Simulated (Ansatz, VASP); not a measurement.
# Two plane-wave programs on Pd

INCAR

```
SYSTEM = Pd
PREC = Accurate
ENCUT = 520
EDIFF = 1E-7
ISMEAR = -1
SIGMA = 0.05
LREAL = .False.
LASPH = .True.
NELM = 100
ALGO = Normal
ISIF = 2
LWAVE = .False.
LCHARG = .False.
GGA = RP
IVDW = 13
NBANDS = 11
```

File KPOINTS:

```
regular mesh
0
Gamma
  12 12 12
  0 0 0
```

Contents of POSCAR:

```
Pd
1.0
    0.0000000000      1.9721147795      1.9721147795
    1.9721147795      0.0000000000      1.9721147795
    1.9721147795      1.9721147795      0.0000000000
Pd
1
Direct
    0.0000000000      0.0000000000      0.0000000000
```

input.yaml

```yaml
crystal:
  lattice:
    - [0.0, 1.9721147795, 1.9721147795]
    - [1.9721147795, 0.0, 1.9721147795]
    - [1.9721147795, 1.9721147795, 0.0]
  atoms:
    - { symbol: Pd, position: [0.0, 0.0, 0.0] }
hamiltonian:
  xc: rpbe
  pseudopotentials: { kind: paw }
  dispersion: d4
kpoints:
  mp_grid: { grid: [12, 12, 12] }
scf:
  occupations: { method: fermi_dirac, width: 0.05 }
output:
  forces: true
  stress: true
  eigenvalues: true
```

Alike in both runs: task single point; functional RPBE; dispersion D4; k mesh 12 × 12 × 12; occupations fermi-dirac, width 0.05 eV; no spin polarisation.

|  | VASP | Ansatz |
| --- | --- | --- |
| version | VASP 6.6.1 | Ansatz 0.2.0 |
| potentials or method | VASP PAW PBE potentials, release 64 (Pd) | Ansatz PAW |
| plane-wave cutoff (eV) | 520 | 420 |
| valence electrons in the cell | 10 | 18 |

|  | VASP | Ansatz | Ansatz less VASP |
| --- | --- | --- | --- |
| gap on the k mesh at the Fermi level (eV) | none | none | - |
| pressure (GPa) | -5.1 | -4.8 | +0.26 |
| dispersion energy (meV/atom) | -922.1 | -922.2 | -0.10 |

A gap of «none» marks a metal or a gap that the smearing closes. The two sets of potentials don't hold the same shells in valence.

Caveats: pairwise dispersion overbinds metals, which lowers pressure and volume; the PAW data sets were made with another functional, which shifts forces and pressure a little (VASP); the PAW data sets come from PBE, with cores solved anew for the run's functional, which leaves a small shift of forces and pressure (Ansatz).
